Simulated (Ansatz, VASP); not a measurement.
**HC60N3: VASP beside Ansatz**

Aim: how closely do two programs agree when they are given the same cell, functional and k mesh? Of the first pair: The structure shown is the start of the Ansatz relaxation below; VASP solves that cell, so the two are compared at the walk's first step.

Main program and level: Ansatz 0.2.0; plane waves, with VASP 6.6.1 beside it; single point at PBE.

## Step 1: The structure

The cell holds 64 atoms: 60 C, 3 N and 1 H. Its edges and angles: a = 7.142 Å, b = 7.142 Å, c = 7.142 Å, α = 90.0°, β = 90.0°, γ = 90.0°. It derives from C (C (Fd-3m)). Nearest the centre at fractional (0.357, 0.357, 0.393): H64 at 0.67 Å, N63 at 1.47 Å, N61 at 1.47 Å, N62 at 1.51 Å, C45 at 1.77 Å, C12 at 2.34 Å, C4 at 2.34 Å, C13 at 2.37 Å.

## Step 2: Ansatz: relaxation, PBE

Ansatz runs on its default PAW (the set named soft_2) files.

The two programs are compared at the cell with which this relaxation starts, whose forces are those of its first step.

input.yaml

```yaml
crystal:
  lattice:
    - [7.14180686, 0.0, 0.0]
    - [0.0, 7.14180686, 0.0]
    - [0.0, 0.0, 7.14180686]
  atoms:
    - { symbol: C, position: [0.000782057, -0.000131706, 0.252685767] }
    - { symbol: C, position: [-1.4396e-05, 0.252342389, -0.001534703] }
    - { symbol: C, position: [0.25108432, -0.001565588, 0.002053166] }
    - { symbol: "N", position: [0.250069291, 0.252151918, 0.251790741] }
    - { symbol: C, position: [0.127724542, 0.124677094, 0.374438834] }
    - { symbol: C, position: [0.122879985, 0.373769773, 0.123645606] }
    - { symbol: C, position: [0.376866847, 0.123593279, 0.126542182] }
    - { symbol: C, position: [0.002028762, 0.001844098, 0.750570732] }
    - { symbol: C, position: [9.7038e-05, 0.251388896, 0.497570214] }
    - { symbol: C, position: [0.252112975, 0.000119502, 0.498166053] }
    - { symbol: C, position: [0.248460135, 0.248133226, 0.748590646] }
    - { symbol: C, position: [0.127621137, 0.124117322, 0.87456088] }
    - { symbol: C, position: [0.124882055, 0.374643107, 0.622224928] }
    - { symbol: C, position: [0.37468317, 0.122645352, 0.626482416] }
    - { symbol: C, position: [0.372640541, 0.374219469, 0.873709252] }
    - { symbol: C, position: [-0.002303501, 0.498851195, 0.248897079] }
    - { symbol: C, position: [-0.0017789, 0.750756402, -0.002026247] }
    - { symbol: C, position: [0.250848948, 0.497339035, 0.000202143] }
    - { symbol: C, position: [0.247864667, 0.75136971, 0.248814019] }
    - { symbol: C, position: [0.122826018, 0.623885439, 0.376368891] }
    - { symbol: C, position: [0.123156629, 0.876868077, 0.124022975] }
    - { symbol: C, position: [0.375625016, 0.624667232, 0.127709414] }
    - { symbol: C, position: [0.375974216, 0.875601088, 0.372444241] }
    - { symbol: C, position: [-0.000436205, 0.499684553, 0.752748186] }
    - { symbol: C, position: [0.002030977, 0.748424862, 0.498888074] }
    - { symbol: "N", position: [0.247653262, 0.50091338, 0.501225098] }
    - { symbol: C, position: [0.248495707, 0.751437618, 0.74812579] }
    - { symbol: C, position: [0.125153703, 0.622214237, 0.875241259] }
    - { symbol: C, position: [0.127375967, 0.87355982, 0.624649335] }
    - { symbol: C, position: [0.372529674, 0.625742513, 0.623909831] }
    - { symbol: C, position: [0.377099221, 0.8768302, 0.874706834] }
    - { symbol: C, position: [0.49810821, -0.002062528, 0.25009702] }
    - { symbol: C, position: [0.497887116, 0.248396677, 0.000898545] }
    - { symbol: C, position: [0.750646207, 0.001471254, -0.002293498] }
    - { symbol: C, position: [0.749303199, 0.252515006, 0.248984361] }
    - { symbol: C, position: [0.626581238, 0.123490331, 0.373249888] }
    - { symbol: C, position: [0.624721772, 0.374176556, 0.122337889] }
    - { symbol: C, position: [0.876467252, 0.124008022, 0.122830793] }
    - { symbol: C, position: [0.872685592, 0.373534182, 0.374419309] }
    - { symbol: C, position: [0.499489096, 0.002607936, 0.749116851] }
    - { symbol: "N", position: [0.49773535, 0.250730005, 0.498523261] }
    - { symbol: C, position: [0.749260984, 0.001239581, 0.497600083] }
    - { symbol: C, position: [0.748483473, 0.249963746, 0.747646038] }
    - { symbol: C, position: [0.626156078, 0.124793809, 0.877542297] }
    - { symbol: C, position: [0.627231586, 0.375970565, 0.623614239] }
    - { symbol: C, position: [0.877055577, 0.124114127, 0.626682896] }
    - { symbol: C, position: [0.872270954, 0.3746865, 0.874455635] }
    - { symbol: C, position: [0.499542518, 0.499297828, 0.247327928] }
    - { symbol: C, position: [0.497956688, 0.751356046, 0.001352155] }
    - { symbol: C, position: [0.750944008, 0.498301805, -0.002016752] }
    - { symbol: C, position: [0.748614224, 0.749649167, 0.25240808] }
    - { symbol: C, position: [0.625975288, 0.623471472, 0.372865821] }
    - { symbol: C, position: [0.627583904, 0.875996585, 0.12458459] }
    - { symbol: C, position: [0.872956145, 0.623112014, 0.125316978] }
    - { symbol: C, position: [0.872733822, 0.873982217, 0.373707383] }
    - { symbol: C, position: [0.499315171, 0.500587345, 0.747348898] }
    - { symbol: C, position: [0.500806649, 0.751457738, 0.497749084] }
    - { symbol: C, position: [0.750942339, 0.497402527, 0.499544545] }
    - { symbol: C, position: [0.749261726, 0.74838697, 0.747833115] }
    - { symbol: C, position: [0.624271098, 0.622297438, 0.874915333] }
    - { symbol: C, position: [0.626072186, 0.873657909, 0.627211677] }
    - { symbol: C, position: [0.8736362, 0.624719359, 0.627429732] }
    - { symbol: C, position: [0.87703847, 0.876884464, 0.874631566] }
    - { symbol: H, position: [0.413150559, 0.410369656, 0.340681336] }
basis:
  ecutwfc: 420
  xc_grid: 2
hamiltonian:
  xc: pbe
kpoints:
  mp_grid: { grid: [1, 1, 1] }
scf:
  occupations: { method: fermi_dirac, width: 0.01 }
  max_iter: 120
relax:
  f_tol: 0.02
  max_steps: 80
  escape_saddle: false
output:
  forces: true
```

Run with:

```sh
ansatz run input.yaml --threads 4 --pin off --max-ram 7536MiB --backend cpu --events-out ev --progress --plain --runs-dir out
```

Numbers of over 12 decimals in the logs are rounded to 6 here.

The log of the run:

```text
The last accepted step is kept in <dir> (removed where the run ends without a failure and the disk answers)
Engine: ansatz 0.2.0, aarch64-unknown-linux-gnu
Pseudopotentials: kind: paw
Pseudopotential: C, paw, valence charge 4, recommended cutoff 420 eV (normal), C.paw.azcp
Pseudopotential: N, paw, valence charge 5, recommended cutoff 420 eV (normal), N.paw.azcp
Pseudopotential: H, paw, valence charge 1, recommended cutoff 420 eV (normal), H.paw.azcp
Functional definition: PBE
  parameter kappa = 0.804
  parameter beta = 0.066725
  exchange = pbe_x(kappa = kappa, mu = beta*pi^2/3)
  correlation = pbe_c(beta = beta)
Crystal: 64 atoms, lattice volume = 364.271 Å³
Basis set: ecut = 420 eV, 7123 PW (Γ), exchange–correlation on 96×96×96 points (8 copies of the dense FFT grid, shifted against one another)
Bands: 192, of which v1, the nominal top of the filled ones, is band 128 counted from 1 (127 counted from 0)
Symmetry: 1 space group operations
Space group: P1 (ITA 1), of the structure as read, at distance tolerance 7.1e-5 Å
k-points: 1
Non-local potential: C, projectors of the file, l = 0: 2, l = 1: 2, l = 2: 1
Non-local potential: N, projectors of the file, l = 0: 2, l = 1: 2, l = 2: 1
Non-local potential: H, projectors of the file, l = 0: 2, l = 1: 1
PAW form: soft (Blöchl's): semilocal exchange-correlation on the pseudo side does not see the compensation charge
PAW one-centre angular grid: C, 110 points (default); XC on 64 Gauss nodes
PAW one-centre angular grid: N, 110 points (default); XC on 64 Gauss nodes
PAW one-centre angular grid: H, 110 points (default); XC on 64 Gauss nodes
Initial density: superposition of atomic densities (neutral atoms: chi_scale 0, normalization atom), corrected by the library's trained network
Initial wavefunctions: pseudopotential atomic-orbital guess
Functional: x = pbe(κ = 0.804, μ = 0.219515), c = pbe(β = 0.066725)
SCF iter   1: F=—  HF=-16205.853606 eV  |F-HF|=—  |Δ(HF+E_count)|=         —  Δρ=9.20e-3  dr2=5.25e-1  ethr=1.77e-3  ⟨swp⟩=5.0  Hψ=759  notcnv=0  defer=48
preconditioner: auto → Resta (q_TF=auto, 2.573 Å⁻¹)  ε∞=4.3  [insulator: Δε(μ)=3.579 eV  Ē_g=17.067 eV  σ=0.010 eV  W_gap=1.00  n_scr=92 (ndim 8)  ℏωp=31.1 eV  f_vac=0.000  D(μ)=0.00/eV (n_scr^D=0)  ε∞_Penn≈4.3]
SCF iter   2: F=—  HF=-16205.755384 eV  |F-HF|=—  |Δ(HF+E_count)|=   9.82e-2  Δρ=4.91e-3  dr2=1.53e-1  ethr=2.05e-4  ⟨swp⟩=2.0  Hψ=235  notcnv=0  defer=56
SCF iter   3: F=—  HF=-16205.714074 eV  |F-HF|=—  |Δ(HF+E_count)|=   4.13e-2  Δρ=8.22e-4  dr2=2.35e-3  ethr=5.99e-5  ⟨swp⟩=3.0  Hψ=232  notcnv=0  defer=56
SCF iter   4: F=—  HF=-16205.715317 eV  |F-HF|=—  |Δ(HF+E_count)|=   1.24e-3  Δρ=1.40e-4  dr2=5.11e-5  ethr=9.18e-7  ⟨swp⟩=2.0  Hψ=304  notcnv=0  defer=56
iter 5 did not close the SCF: its close was put off for the readings that it lacked (scf_convergence_deferred on its scf_iter line)
SCF iter   5: F=-16205.715323 eV  HF=-16205.715322 eV  |F-HF|=5.28e-7  |Δ(HF+E_count)|=   5.05e-6  Δρ=2.53e-5  dr2=1.51e-6  ethr=2.00e-8  ⟨swp⟩=2.0  Hψ=263  notcnv=0  defer=56
SCF iter   6: F=-16205.715323 eV  HF=-16205.715323 eV  |F-HF|=7.45e-9  |Δ(HF+E_count)|=   7.74e-7  Δρ=4.44e-6  dr2=6.34e-8  ethr=5.90e-10  ⟨swp⟩=1.0  Hψ=460  notcnv=0
SCF 1 converged in 6 iterations: F = -16205.715323 eV  dr2 = 6.34e-8
  greatest PAW one-centre occupation: 0.790 electrons in one spin orbital (limit 2), on the N atom at site 40 (counted from 0), in its partial waves of l = 0
relax step   1: F+E_penalty+E_count = -16205.71532322 eV  Δ(F+E_penalty+E_count) = +0.000e0 eV  max|allowed force component| = 2.715e0 eV/Å  Δτ_max = 0.0000 Å  (6 SCF iters, dr2 threshold 1.00e-5 eV, accepted)
Initial density: handed on by an earlier stage of this run
Initial wavefunctions: those handed on with the density
iter 1 solved again at ethr=2.32e-4 eV; its pass at ethr=3.10e-3 eV (dr2=5.95e-1 eV) is discarded
SCF iter   1: F=—  HF=-16207.269273 eV  |F-HF|=—  |Δ(HF+E_count)|=         —  Δρ=1.87e-2  dr2=6.04e-1  ethr=2.32e-4  ⟨swp⟩=2.0  Hψ=623  notcnv=0  defer=56
preconditioner: auto → Resta (q_TF=auto, 2.573 Å⁻¹)  ε∞=4.3  [insulator: Δε(μ)=3.665 eV  Ē_g=17.202 eV  σ=0.010 eV  W_gap=1.00  n_scr=92 (ndim 8)  ℏωp=31.1 eV  f_vac=0.000  D(μ)=0.00/eV (n_scr^D=0)  ε∞_Penn≈4.3]
SCF iter   2: F=—  HF=-16207.146381 eV  |F-HF|=—  |Δ(HF+E_count)|=   1.23e-1  Δρ=8.08e-3  dr2=6.90e-2  ethr=2.32e-4  ⟨swp⟩=2.0  Hψ=271  notcnv=0  defer=56
SCF iter   3: F=—  HF=-16207.146853 eV  |F-HF|=—  |Δ(HF+E_count)|=   4.72e-4  Δρ=3.06e-3  dr2=9.50e-3  ethr=2.69e-5  ⟨swp⟩=2.0  Hψ=251  notcnv=0  defer=56
SCF iter   4: F=—  HF=-16207.147537 eV  |F-HF|=—  |Δ(HF+E_count)|=   6.84e-4  Δρ=2.85e-4  dr2=1.70e-4  ethr=3.71e-6  ⟨swp⟩=2.0  Hψ=228  notcnv=0  defer=56
SCF iter   5: F=-16207.147591 eV  HF=-16207.147586 eV  |F-HF|=4.91e-6  |Δ(HF+E_count)|=   4.84e-5  Δρ=8.71e-5  dr2=2.01e-5  ethr=3.91e-8  ⟨swp⟩=2.0  Hψ=564  notcnv=0
[...]
atom   3  C      0.00129684    -0.00041434     0.00019096
  atom   4  N     -0.00032904     0.00210924    -0.00975467
  atom   5  C      0.00115848    -0.00160291     0.00352983
  atom   6  C      0.00181711     0.00353078     0.00358417
  atom   7  C      0.00095479     0.00039639     0.00538307
  atom   8  C      0.00164567     0.00042588    -0.00131235
  atom   9  C     -0.00340072    -0.00019271    -0.00097154
  atom  10  C      0.00148447    -0.00372163     0.00058912
  atom  11  C     -0.00084412     0.00053595     0.00258826
  atom  12  C     -0.00138395    -0.00250492     0.00101795
  atom  13  C     -0.00127227    -0.00158000     0.00060524
  atom  14  C     -0.00274667     0.00045944    -0.00114809
  atom  15  C      0.00087303     0.00148047    -0.00201882
  atom  16  C     -0.00135928     0.00059186     0.00044478
  atom  17  C     -0.00017290    -0.00040574    -0.00124805
  atom  18  C      0.00256206    -0.00087642     0.00026872
  atom  19  C     -0.00125431     0.00093727     0.00092614
  atom  20  C      0.00076635    -0.00220681    -0.00228163
  atom  21  C     -0.00247775     0.00053680    -0.00140277
  atom  22  C      0.00031182     0.00082434     0.00078245
  atom  23  C     -0.00037738    -0.00074463    -0.00208659
  atom  24  C      0.00011509    -0.00157454     0.00070322
  atom  25  C     -0.00035508     0.00136493    -0.00126509
  atom  26  N     -0.00007386     0.00291909    -0.00114904
[...]
atom  57  C     -0.00097671     0.00145739    -0.00172423
  atom  58  C      0.00311326    -0.00025899    -0.00151863
  atom  59  C     -0.00129514     0.00053916    -0.00032649
  atom  60  C      0.00158478     0.00099469     0.00008595
  atom  61  C      0.00047205     0.00094613     0.00146265
  atom  62  C      0.00043756     0.00126977     0.00253401
  atom  63  C      0.00032735     0.00019621    -0.00185620
  atom  64  H     -0.00717411    -0.00475692     0.00394155
  max |Σ_I F_I| component: 3.22e-5 eV/Å
--- Relaxed structure (5 steps of the walk, 5 accepted, 0 SCFs on fresh bases) ---
  F+E_penalty+E_count = -16207.52445188 eV   max|allowed force component| = 9.755e-3 eV/Å
  atoms:
    - { symbol: C, position: [-0.00156537, -0.00169338, 0.249883] }
    - { symbol: C, position: [-0.00156183, 0.249709, -0.00180481] }
    - { symbol: C, position: [0.249843, -0.00168158, -0.00181051] }
    - { symbol: N, position: [0.238122, 0.237984, 0.237643] }
    - { symbol: C, position: [0.125844, 0.125726, 0.368969] }
    - { symbol: C, position: [0.125302, 0.369315, 0.124999] }
    - { symbol: C, position: [0.369459, 0.125179, 0.124991] }
    - { symbol: C, position: [0.000378758, 0.000254421, 0.749070] }
    - { symbol: C, position: [0.00288797, 0.252330, 0.496999] }
    - { symbol: C, position: [0.252444, 0.00275659, 0.496994] }
    - { symbol: C, position: [0.252463, 0.252326, 0.746571] }
    - { symbol: C, position: [0.125253, 0.125130, 0.872585] }
    - { symbol: C, position: [0.125860, 0.380347, 0.623600] }
    - { symbol: C, position: [0.380472, 0.125718, 0.623604] }
    - { symbol: C, position: [0.374834, 0.374704, 0.874577] }
    - { symbol: C, position: [0.00235844, 0.497207, 0.252109] }
    - { symbol: C, position: [-0.000145238, 0.749052, 0.000274051] }
    - { symbol: C, position: [0.250984, 0.498171, 0.00116151] }
    - { symbol: C, position: [0.251009, 0.748156, 0.251148] }
    - { symbol: C, position: [0.125311, 0.624323, 0.379994] }
    - { symbol: C, position: [0.124346, 0.873382, 0.125225] }
    - { symbol: C, position: [0.376387, 0.625559, 0.123751] }
    - { symbol: C, position: [0.374837, 0.874763, 0.374624] }
    - { symbol: C, position: [-0.00156876, 0.499431, 0.751013] }
    - { symbol: C, position: [-0.00155797, 0.751122, 0.499607] }
    - { symbol: N, position: [0.238116, 0.511705, 0.511340] }
[...]
- { symbol: N, position: [0.511806, 0.237992, 0.511334] }
[...]
- { symbol: C, position: [0.497343, 0.497215, 0.747099] }
    - { symbol: C, position: [0.498309, 0.748157, 0.498456] }
    - { symbol: C, position: [0.748270, 0.498172, 0.498455] }
    - { symbol: C, position: [0.749188, 0.749048, 0.749606] }
    - { symbol: C, position: [0.624205, 0.624076, 0.873340] }
    - { symbol: C, position: [0.624233, 0.873379, 0.625117] }
    - { symbol: C, position: [0.873506, 0.624093, 0.625109] }
    - { symbol: C, position: [0.874654, 0.874526, 0.874806] }
    - { symbol: H, position: [0.420947, 0.420770, 0.328588] }
```

Reading the cycles: dr2 is the Hartree energy of the density residual (eV), the measure of convergence; HF is the Harris–Foulkes estimate of the energy, which meets the free energy F at convergence.

(Part 1 of 3 ends here.)

[Lines on the potential files, build, host, timing and source positions are cut from VASP's logs without a mark.]

[Logs are printed without paths, hosts, clocks, repeated set-up lines and the standing remarks that a program may print on its own settings, such as how far it seeks lower states.]

[Hosts, paths, dates, database ids (printed as entryN), source tags and the programs' standing remarks are cut or masked in the printed files.]
